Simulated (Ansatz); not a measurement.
# TiSe2: the cost of one run

Method: DFT PBE with spin–orbit coupling, plane waves, PAW (the target; the first runs use scalar-relativistic PBE), in Ansatz 0.2.0.

1 further run of the same task is left out (set aside as unsound or not needed). Runs told in other sessions of the task aren't counted.

**1. Starting point**

The structure is trigonal, space group P-3m1 (No. 164). The conventional cell has a = 3.609 Å, b = 3.609 Å, c = 5.822 Å, α = 90.00°, β = 90.00°, γ = 120.00°. Ti (site symmetry -3m) is surrounded by 6 Se at 2.55 Å. Se (site symmetry 3m) has 3 Ti at 2.55 Å in its first shell of neighbours.

Coordinates:

```cif
data_structure
_symmetry_space_group_name_H-M 'P 1'
_symmetry_Int_Tables_number 1
_cell_length_a 3.6088
_cell_length_b 3.6088
_cell_length_c 5.8218
_cell_angle_alpha 90.000
_cell_angle_beta 90.000
_cell_angle_gamma 120.000
_cell_volume 65.66
loop_
_atom_site_label
_atom_site_type_symbol
_atom_site_fract_x
_atom_site_fract_y
_atom_site_fract_z
_atom_site_occupancy
Ti1 Ti 0.00000 0.00000 0.00000 1
Se1 Se 0.33333 0.66667 0.25200 1
Se2 Se 0.66667 0.33333 0.74800 1
```

**2. Relaxing cell and atoms (PBE, 6×6×4 mesh)**

input.yaml reads:

```yaml
crystal:
  lattice:
    - [3.6088233171, 0.0, 0.0]
    - [-1.8044116585, 3.1253326703, 0.0]
    - [0.0, 0.0, 5.8217810115]
  atoms:
    - { symbol: Ti, position: [0.0, 0.0, 0.0] }
    - { symbol: Se, position: [0.3333333333, 0.6666666667, 0.252] }
    - { symbol: Se, position: [0.6666666667, 0.3333333333, 0.748] }
basis:
  ecutwfc: 420
  ecutrho_ratio: 4
kpoints:
  mp_grid: { grid: [6, 6, 4] }
hamiltonian:
  xc: pbe
scf:
  occupations: { method: gaussian, width: 0.05 }
output:
  forces: true
  stress: true
  eigenvalues: true
relax:
  f_tol: 0.03
  max_steps: 60
  cell: { stress_tol: 0.3 }
```

The run is started by

```sh
ansatz run input.yaml --threads 4 --pin off --max-ram 7168MiB --backend cpu --events-out ev --progress --plain --runs-dir out
```

Q: Estimate wall time and peak memory on 4 threads of AMD EPYC 7R43 (Zen 3), shared host.

About 7.4 s, with a peak of 0.47 GiB.
